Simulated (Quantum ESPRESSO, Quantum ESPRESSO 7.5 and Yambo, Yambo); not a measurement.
# Quasiparticle gap of WSe2 in Yambo

Aim: the G0W0 gap of WSe2 on PBE, step by step.

Main program and level: Quantum ESPRESSO 7.5 and Yambo 5.3.0; PBE and many-body steps on it, plane waves.

### Step 1. Starting point

The cell holds 3 atoms: 1 W and 2 Se. Cell: a = 3.320 Å, b = 3.320 Å, c = 16.000 Å, α = 90.0°, β = 90.0°, γ = 120.0°. It derives from  ([{'formula': 'WSe2', 'spacegroup': 194, 'source': 'prototype of the bulk crystal'}]). Vacuum lies along c.

The start is a generated structure, not a measured one. Spin-orbit coupling is left out unless a step names it.

### Step 2. Relaxation

This step: Quantum ESPRESSO 7.5; DFT, PBE, plane waves, norm-conserving pseudopotentials.

Gaps follow bond lengths, so the structure is brought to rest first.

Contents of pw.in:

```
&control
  calculation = 'vc-relax'
  prefix = 'x'
  outdir = 'o'
  pseudo_dir = 'pseudo'
  forc_conv_thr = 4e-4
  nstep = 60
/
&system
  ibrav = 0
  nat = 3
  ntyp = 2
  ecutwfc = 98.89999999999999
  nbnd = 28
  force_symmorphic = .true.
  occupations = 'smearing'
  smearing = 'fd'
  degauss = 0.002
/
&electrons
  conv_thr = 1e-9
  electron_maxstep = 80
  mixing_beta = 0.5
/
&ions
/
&cell
  press_conv_thr = 0.3
  cell_dofree = '2Dxy'
/
ATOMIC_SPECIES
  W 183.84 W.upf
  Se 78.971 Se.upf
CELL_PARAMETERS angstrom
  3.3200000000 -0.0000000000 0.0000000000
  -1.6600000000 2.8752043406 0.0000000000
  0.0000000000 0.0000000000 16.0000000000
ATOMIC_POSITIONS crystal
  W 0.3333333333 0.6666666667 0.5000000000
  Se 0.6666666667 0.3333333333 0.6043750000
  Se 0.6666666667 0.3333333333 0.3956250000
K_POINTS automatic
  9 9 1 0 0 0
```

On the command line:

```sh
$ OMP_NUM_THREADS=1 mpirun -n 8 pw.x -nk 8 -in pw.in > pw.out
```

The log of the run:

```text
Program PWSCF v.7.5 starts

     This program is part of the open-source Quantum ESPRESSO suite
     for quantum simulation of materials; please cite
         "P. Giannozzi et al., J. Phys.:Condens. Matter 21 395502 (2009);
         "P. Giannozzi et al., J. Phys.:Condens. Matter 29 465901 (2017);
         "P. Giannozzi et al., J. Chem. Phys. 152 154105 (2020);
     in publications or presentations arising from this work. More details at
     Message from routine setup:
     using ibrav=0 with symmetry is DISCOURAGED, use correct ibrav instead

     G-vector sticks info

     bravais-lattice index     =            0
     lattice parameter (alat)  =       6.2739  a.u.
     unit-cell volume          =    1030.6789 (a.u.)^3
     number of atoms/cell      =            3
     number of atomic types    =            2
     number of electrons       =        46.00
     number of Kohn-Sham states=           28
     kinetic-energy cutoff     =      98.9000  Ry
     charge density cutoff     =     395.6000  Ry
     scf convergence threshold =      1.0E-09
     mixing beta               =       0.5000
     number of iterations used =            8  plain     mixing
     energy convergence thresh.=      1.0E-04
     force convergence thresh. =      4.0E-04
     press convergence thresh. =      3.0E-01
     Exchange-correlation= PBE
                           (   1   4   3   4   0   0   0)
     nstep                     =           60

     celldm(1)=   6.273891  celldm(2)=   0.000000  celldm(3)=   0.000000
     celldm(4)=   0.000000  celldm(5)=   0.000000  celldm(6)=   0.000000

     crystal axes: (cart. coord. in units of alat)
               a(1) = (   1.000000  -0.000000   0.000000 )
               a(2) = (  -0.500000   0.866025   0.000000 )
               a(3) = (   0.000000   0.000000   4.819277 )

     reciprocal axes: (cart. coord. in units 2 pi/alat)
               b(1) = (  1.000000  0.577350 -0.000000 )
               b(2) = (  0.000000  1.154701 -0.000000 )
               b(3) = ( -0.000000 -0.000000  0.207500 )
     Pseudo is Norm-conserving + core correction, Zval = 14.0
     Generated using ONCVPSP code by D. R. Hamann
     Using radial grid of 1396 points,  8 beta functions with:
     Pseudo is Norm-conserving + core correction, Zval = 16.0
     Generated using ONCVPSP code by D. R. Hamann
     Using radial grid of 1214 points,  6 beta functions with:
     W                14.00   183.84000     W ( 1.00)
     Se               16.00    78.97100     Se( 1.00)

     12 Sym. Ops. (no inversion) found

   Cartesian axes

     site n.     atom                  positions (alat units)
         1        W      tau(   1) = (  -0.0000000   0.5773503   2.4096386  )
         2        Se     tau(   2) = (   0.5000000   0.2886751   2.9126506  )
[...]
Se               16.00    78.97100     Se( 1.00)

     12 Sym. Ops. (no inversion) found

   Cartesian axes

     site n.     atom                  positions (alat units)
         1        W      tau(   1) = (  -0.0000000   0.5777426   2.4096386  )
         2        Se     tau(   2) = (   0.5003397   0.2888713   2.9152072  )
         3        Se     tau(   3) = (   0.5003397   0.2888713   1.9040699  )

     number of k points=    12  Fermi-Dirac smearing, width (Ry)=  0.0020
                       cart. coord. in units 2pi/alat
[...]
k(   11) = (   0.2220713   0.5128518   0.0000000), wk =   0.2962963
        k(   12) = (   0.3331070   0.5769582   0.0000000), wk =   0.0493827

     Dense  grid:   137099 G-vectors     FFT dimensions: (  40,  40, 192)

     Initial potential from superposition of free atoms

     starting charge      45.9993, renormalised to      46.0000
     Starting wfcs are   28 randomized atomic wfcs

     per-process dynamical memory:   112.9 Mb

     Self-consistent Calculation

[...]
total energy              =    -636.77200451 Ry
[...]
iteration # 11     ecut=    98.90 Ry     beta= 0.50

     total energy              =    -636.77200451 Ry
     estimated scf accuracy    <          9.8E-11 Ry

     iteration # 12     ecut=    98.90 Ry     beta= 0.50

     End of self-consistent calculation

[...]
4.6767   4.9522   5.3067   6.7915

          k = 0.0000 0.2564 0.0000 ( 17099 PWs)   bands (ev):

[...]
-45.4435 -45.4285 -45.4263 -36.1813 -36.1768 -36.1106 -11.9089 -11.0074
    -3.1777  -1.8464  -1.2166   0.0110   0.3937   0.5886   1.3477   4.0497
     4.5526   4.7201   5.8590   7.4476

          k = 0.0000 0.3846 0.0000 ( 17183 PWs)   bands (ev):

     [... further k-points ...]

     the Fermi energy is     2.8652 ev

!    total energy              =    -636.77200451 Ry
     estimated scf accuracy    <          1.9E-12 Ry
     smearing contrib. (-TS)   =      -0.00000000 Ry
     internal energy E=F+TS    =    -636.77200451 Ry

     The total energy is F=E-TS. E is the sum of the following terms:
     one-electron contribution =   -2080.88845178 Ry
     hartree contribution      =    1037.12924847 Ry
     xc contribution           =    -130.01992727 Ry
     ewald contribution        =     537.00712607 Ry

     convergence has been achieved in  12 iterations

     Forces acting on atoms (cartesian axes, Ry/au):

[...]
atom    2 type  2   force =    -0.00000000    0.00000000    0.00001390
     atom    3 type  2   force =     0.00000000    0.00000000   -0.00001390

     Total force =     0.000020     Total SCF correction =     0.000014
     SCF correction compared to forces is large: reduce conv_thr to get better values

     Computing stress (Cartesian axis) and pressure

          total   stress  (Ry/bohr**3)                   (kbar)     P=       -0.21
[...]
0.00000000  -0.00000200  -0.00000000            0.00       -0.29       -0.00
   0.00000000   0.00000000  -0.00000026            0.00        0.00       -0.04

     XML data file, charge density, pseudopotentials, collected wavefunctions

=------------------------------------------------------------------------------=
   JOB DONE.
=------------------------------------------------------------------------------=
```

Run time: 87 s. Hardware: 8 MPI ranks of Arm Neoverse V2, shared host; peak memory 1.4 GiB.

The steps of the relaxation:

```csv
step,energy less that of the first step (eV),largest force (eV/Å),volume (Å³)
1,0.0000,0.1595,152.73
2,-0.0010,0.0948,152.85
3,-0.0014,0.0253,152.97
4,-0.0015,0.0038,152.98
5,-0.0015,0.0010,152.96
6,-0.0015,0.0003,152.94
7,-0.0015,0.0004,152.94
```

```csv
cell as run,before,after,change
a (Å),3.320,3.322,+0.1 %
b (Å),3.320,3.322,+0.1 %
```

Final coordinates:

```
W Se
1.0
     3.32226    0.00000    0.00000
    -1.66113    2.87716    0.00000
     0.00000    0.00000   16.00000
W Se
1 2
Direct
  0.33333 0.66667 0.50000
  0.66667 0.33333 0.60491
  0.66667 0.33333 0.39509
```

### Step 3. Ground state

The ground-state density comes first.

Contents of pw.in:

```
&control
  calculation = 'scf'
  prefix = 'x'
  outdir = 'o'
  pseudo_dir = 'pseudo'
  tprnfor = .true.
  tstress = .true.
/
&system
  ibrav = 0
  nat = 3
  ntyp = 2
  ecutwfc = 104.0
  nbnd = 36
  force_symmorphic = .true.
/
&electrons
  conv_thr = 1e-10
  electron_maxstep = 80
  mixing_beta = 0.5
/
ATOMIC_SPECIES
  W 183.84 W.upf
  Se 78.971 Se.upf
CELL_PARAMETERS angstrom
  3.3222559207 -0.0000000002 0.0000000000
  -1.6611279602 2.8771580253 0.0000000000
  0.0000000000 0.0000000000 16.0000000000
ATOMIC_POSITIONS crystal
  W 0.3333333333 0.6666666667 0.5000000000
  Se 0.6666666667 0.3333333333 0.6049054918
  Se 0.6666666667 0.3333333333 0.3950945082
K_POINTS automatic
  12 12 1 0 0 0
```

The log of the run:

```text
[banner, memory and clock lines left out]
Program PWSCF v.7.5 starts

     Message from routine setup:
     using ibrav=0 with symmetry is DISCOURAGED, use correct ibrav instead

     G-vector sticks info

     bravais-lattice index     =            0
     lattice parameter (alat)  =       6.2782  a.u.
     unit-cell volume          =    1032.0801 (a.u.)^3
     number of atoms/cell      =            3
     number of atomic types    =            2
     number of electrons       =        62.00
     number of Kohn-Sham states=           36
     kinetic-energy cutoff     =     104.0000  Ry
     charge density cutoff     =     416.0000  Ry
     scf convergence threshold =      1.0E-10
     mixing beta               =       0.5000
     number of iterations used =            8  plain     mixing
     Exchange-correlation= PBE
                           (   1   4   3   4   0   0   0)

     celldm(1)=   6.278154  celldm(2)=   0.000000  celldm(3)=   0.000000
     celldm(4)=   0.000000  celldm(5)=   0.000000  celldm(6)=   0.000000

     crystal axes: (cart. coord. in units of alat)
               a(1) = (   1.000000  -0.000000   0.000000 )
               a(2) = (  -0.500000   0.866025   0.000000 )
               a(3) = (   0.000000   0.000000   4.816005 )

     reciprocal axes: (cart. coord. in units 2 pi/alat)
               b(1) = (  1.000000  0.577350 -0.000000 )
               b(2) = (  0.000000  1.154701 -0.000000 )
               b(3) = ( -0.000000 -0.000000  0.207641 )
     Pseudo is Norm-conserving + core correction, Zval = 14.0
     Generated using ONCVPSP code by D. R. Hamann
     Using radial grid of 1396 points,  8 beta functions with:
     Pseudo is Norm-conserving + core correction, Zval = 24.0
     Generated using ONCVPSP code by D. R. Hamann
     Using radial grid of 1214 points,  6 beta functions with:
     W                14.00   183.84000     W ( 1.00)
     Se               24.00    78.97100     Se( 1.00)

     12 Sym. Ops. (no inversion) found

   Cartesian axes

     site n.     atom                  positions (alat units)
         1        W      tau(   1) = (  -0.0000000   0.5773503   2.4080023  )
         2        Se     tau(   2) = (   0.5000000   0.2886751   2.9132277  )
         3        Se     tau(   3) = (   0.5000000   0.2886751   1.9027770  )

     number of k points=    19
                       cart. coord. in units 2pi/alat
        k(    1) = (   0.0000000   0.0000000   0.0000000), wk =   0.0138889
        k(    2) = (   0.0000000   0.0962250   0.0000000), wk =   0.0833333
        k(    3) = (   0.0000000   0.1924501   0.0000000), wk =   0.0833333
        k(    4) = (   0.0000000   0.2886751   0.0000000), wk =   0.0833333
        k(    5) = (   0.0000000   0.3849002   0.0000000), wk =   0.0833333
        k(    6) = (   0.0000000   0.4811252   0.0000000), wk =   0.0833333
        k(    7) = (  -0.0000000  -0.5773503   0.0000000), wk =   0.0416667
        k(    8) = (   0.0833333   0.1443376   0.0000000), wk =   0.0833333
        k(    9) = (   0.0833333   0.2405626   0.0000000), wk =   0.1666667
        k(   10) = (   0.0833333   0.3367877   0.0000000), wk =   0.1666667
     [... 7 further rows ...]
        k(   18) = (   0.2500000   0.5292377   0.0000000), wk =   0.1666667
        k(   19) = (   0.3333333   0.5773503   0.0000000), wk =   0.0277778

     Dense  grid:   148031 G-vectors     FFT dimensions: (  45,  45, 200)

     Initial potential from superposition of free atoms

     starting charge      61.9993, renormalised to      62.0000
     Starting wfcs are   36 randomized atomic wfcs

     per-process dynamical memory:   126.6 Mb

     Self-consistent Calculation

     iteration #  1     ecut=   104.00 Ry     beta= 0.50

     Threshold (ethr) on eigenvalues was too large:
     Diagonalizing with lowered threshold

     total energy              =   -1504.86511594 Ry
     estimated scf accuracy    <       0.07276414 Ry

     iteration #  2     ecut=   104.00 Ry     beta= 0.50

     total energy              =   -1504.86793163 Ry
     estimated scf accuracy    <       0.03719403 Ry

     iteration #  3     ecut=   104.00 Ry     beta= 0.50

     total energy              =   -1504.87435312 Ry
     estimated scf accuracy    <       0.03833299 Ry

     iteration #  4     ecut=   104.00 Ry     beta= 0.50

     total energy              =   -1504.87933890 Ry
     estimated scf accuracy    <       0.00062106 Ry

     iteration #  5     ecut=   104.00 Ry     beta= 0.50

     total energy              =   -1504.87939127 Ry
     estimated scf accuracy    <       0.00006544 Ry

     iteration #  6     ecut=   104.00 Ry     beta= 0.50

     total energy              =   -1504.87940382 Ry
     estimated scf accuracy    <       0.00000539 Ry

     iteration #  7     ecut=   104.00 Ry     beta= 0.50

     total energy              =   -1504.87940460 Ry
     estimated scf accuracy    <       0.00000009 Ry

     iteration #  8     ecut=   104.00 Ry     beta= 0.50

     total energy              =   -1504.87940465 Ry
     estimated scf accuracy    <       0.00000005 Ry

     iteration #  9     ecut=   104.00 Ry     beta= 0.50

     total energy              =   -1504.87940466 Ry
     estimated scf accuracy    <          4.8E-09 Ry

     iteration # 10     ecut=   104.00 Ry     beta= 0.50

     End of self-consistent calculation

          k = 0.0000 0.0000 0.0000 ( 18441 PWs)   bands (ev):

  -205.5206-205.5206-145.0171-145.0171-145.0171-145.0171-144.9734-144.9734
   -71.7381 -45.2092 -45.2092 -45.2087 -45.2087 -45.1716 -45.1716 -45.1705
   -45.1705 -45.1573 -45.1552 -35.9525 -35.8447 -35.8447 -12.3191 -11.0921
    -3.7547   0.0315   0.0315   0.2174   1.1314   1.1314   2.0448   5.2558
     5.2558   5.4173   5.4173   6.3089

          k = 0.0000 0.0962 0.0000 ( 18457 PWs)   bands (ev):

  -205.5206-205.5206-145.0171-145.0171-145.0171-145.0171-144.9734-144.9734
   -71.7376 -45.2092 -45.2089 -45.2088 -45.2085 -45.1717 -45.1717 -45.1707
   -45.1706 -45.1571 -45.1551 -35.9497 -35.8588 -35.8480 -12.2189 -11.0416
    -3.6245  -0.2783  -0.0199   0.1286   0.9599   1.1739   2.0112   4.9843
     5.0231   5.2876   5.4326   6.5632

          k = 0.0000 0.1925 0.0000 ( 18451 PWs)   bands (ev):

  -205.5206-205.5206-145.0171-145.0171-145.0171-145.0171-144.9734-144.9734
   -71.7360 -45.2090 -45.2089 -45.2082 -45.2078 -45.1718 -45.1718 -45.1711
   -45.1706 -45.1568 -45.1547 -35.9419 -35.8971 -35.8569 -11.9319 -10.8973
    -3.2625  -1.0250  -0.5401   0.3972   0.5579   1.0395   1.8311   4.4408
     4.8413   4.9938   5.8299   6.9785

          k = 0.0000 0.2887 0.0000 ( 18472 PWs)   bands (ev):

     [... further k-points ...]

     highest occupied, lowest unoccupied level (ev):     2.3671    3.9104

!    total energy              =   -1504.87940466 Ry
     estimated scf accuracy    <          4.4E-11 Ry

     The total energy is the sum of the following terms:
     one-electron contribution =   -4347.46165653 Ry
     hartree contribution      =    2110.15751376 Ry
     xc contribution           =    -148.54710853 Ry
     ewald contribution        =     880.97184663 Ry

     convergence has been achieved in  10 iterations

     Forces acting on atoms (cartesian axes, Ry/au):

     atom    1 type  1   force =    -0.00000000   -0.00000000    0.00000000
     atom    2 type  2   force =    -0.00000000   -0.00000000   -0.00010351
     atom    3 type  2   force =    -0.00000000   -0.00000000    0.00010351

     Total force =     0.000146     Total SCF correction =     0.000004

     Computing stress (Cartesian axis) and pressure

          total   stress  (Ry/bohr**3)                   (kbar)     P=       -0.07
   0.00000012   0.00000000   0.00000000            0.02        0.00        0.00
   0.00000000   0.00000012   0.00000000            0.00        0.02        0.00
   0.00000000   0.00000000  -0.00000156            0.00        0.00       -0.23

     XML data file, charge density, pseudopotentials, collected wavefunctions
```

It took 37 s on 8 MPI ranks; peak memory 1.6 GiB.

Numbers from this step:

```
total energy               : -20474.9274 eV
gap                        : 1.543 eV
k of the valence top       : 0.3333, 0.3333, 0
k of the conduction bottom : 0.3333, 0.3333, 0
least direct gap           : 1.543 eV
pressure                   : -0.007000 GPa
```

The gap is direct, at (0.333, 0.333, 0.000).

With these pseudopotential files and this cutoff the stress is not reliable, so the pressure is no result.

(Part 1 of 3 ends here.)

[Paths, hosts, dates, memory and timing lines, banners, echoed tables and standing remarks are left out of the program output.]

[Logs are printed without paths, hosts, clocks, repeated set-up lines and the standing remarks that a program may print on its own settings, such as how far it seeks lower states.]

[Runs of the session that timed out or met a known fault of the program may be left out.]

[Hosts, paths, dates, database ids (printed as entryN), source tags and the programs' standing remarks are cut or masked in the printed files.]
